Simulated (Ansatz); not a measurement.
**ZrC: strain and displacement**

```
Zr C
1.0
     0.00000    2.35021    2.35021
     2.35021    0.00000    2.35021
     2.35021    2.35021    0.00000
Zr C
1 1
Direct
  0.50000 0.50000 0.50000
  0.00000 0.00000 0.00000
```

Atom numbers follow the list: Zr1, C2.

The structure is an experimental refinement, used without relaxation.

The calculation used DFT, PBE, all-electron LAPW, scalar-relativistic (Ansatz 0.2.0).

Sampling and basis: a Γ-centred 15×15×15 k mesh, Fermi–Dirac smearing of 0.05 eV, basis error target 0.25 meV/atom, no spin polarisation.

The unchanged cell is at 1.23 GPa.

In a metal, stresses and small energies carry noise from the k mesh.

x, y and z are the Cartesian axes of the cell as listed; fractional coordinates follow a strain, and an engineering shear is twice the off-diagonal strain component.

With this change (xy engineering shear strain of -1 %), what becomes of the energy and stress?

Energy change under 1 meV/atom; stress change (xx, yy, zz, yz, xz, xy) 0.01, 0.01, 0.00, 0.00, 0.00, 1.54 GPa, compression positive.

With this change (z strained by -4 % at fixed volume), what becomes of the energy and stress?

Energy change +39 meV/atom; stress change (xx, yy, zz, yz, xz, xy) -6.53, -6.53, 17.90, 0.00, 0.00, 0.00 GPa, compression positive.

With atom 1 (Zr) moved by (0.1414, 0.1414, 0.0000) Å: energy change +66 meV/atom; stress change (xx, yy, zz, yz, xz, xy) 5.02, 5.02, -0.75, 0.00, 0.00, -1.73 GPa, compression positive; change of the force on Zr1 (-0.931, -0.931, 0.000) eV/Å.

With this change (equal xy, yz and zx engineering shear strains of -2 %), what becomes of the energy and stress?

Energy change +7 meV/atom; stress change (xx, yy, zz, yz, xz, xy) 0.08, 0.08, 0.08, 2.98, 2.98, 2.98 GPa, compression positive.

With this change (equal xy, yz and zx engineering shear strains of +1 %), what becomes of the energy and stress?

Energy change +2 meV/atom; stress change (xx, yy, zz, yz, xz, xy) 0.02, 0.02, 0.02, -1.57, -1.57, -1.57 GPa, compression positive.

With equal xy, yz and zx engineering shear strains of +3 %: energy change +17 meV/atom; stress change (xx, yy, zz, yz, xz, xy) 0.16, 0.16, 0.16, -4.80, -4.80, -4.80 GPa, compression positive.

With this change (equal xy, yz and zx engineering shear strains of -3 %), what becomes of the energy and stress?

Energy change +17 meV/atom; stress change (xx, yy, zz, yz, xz, xy) 0.17, 0.17, 0.17, 4.38, 4.38, 4.38 GPa, compression positive.

With this change (equal xy, yz and zx engineering shear strains of -1 %), what becomes of the energy and stress?

Energy change +2 meV/atom; stress change (xx, yy, zz, yz, xz, xy) 0.02, 0.02, 0.02, 1.52, 1.52, 1.52 GPa, compression positive.

With this change (equal xy, yz and zx engineering shear strains of +2 %), what becomes of the energy and stress?

Energy change +8 meV/atom; stress change (xx, yy, zz, yz, xz, xy) 0.08, 0.08, 0.08, -3.16, -3.16, -3.16 GPa, compression positive.

What force constant does this one finite step give for Zr1 along its displacement (all its periodic images move with it)?

k = −ΔF·u/|u|² = 6.58 eV/Å², so the force pulls the atom back.
